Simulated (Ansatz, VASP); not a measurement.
One calculation of Mo, two programs

```xyz
2
Lattice="1.3825 0.7982 4.9723 -1.3825 0.7982 4.9723 0.0000 -1.5964 4.9723" Properties=species:S:1:pos:R:3 pbc="T T T"
Mo    0.0000    0.0000    1.2845
Mo    0.0000    0.0000   13.6323
```

Alike in both runs: functional PBE; k mesh 9 × 9 × 9; occupations gaussian, width 0.1 eV; no spin polarisation.

Ansatz relaxed the structure, and its values are those at the end. VASP's run is a single point on that final structure, the one shown.

```csv
,VASP,Ansatz
version,VASP 6.6.1,Ansatz 0.2.0
potentials or method,"VASP PAW PBE potentials, release 64 (Mo_sv)","scalar-relativistic, plane waves, PAW"
plane-wave cutoff (eV),520,420
valence electrons in the cell,28,28
```

```tsv
	VASP	Ansatz	Ansatz less VASP
gap on the k mesh at the Fermi level (eV)	none	none	-
pressure (GPa)	0.5	0.1	-0.47
rms of the force components (eV/Å)	0.017	0.010	-0.0076
```

A gap of «none» marks a metal or a gap that the smearing closes.
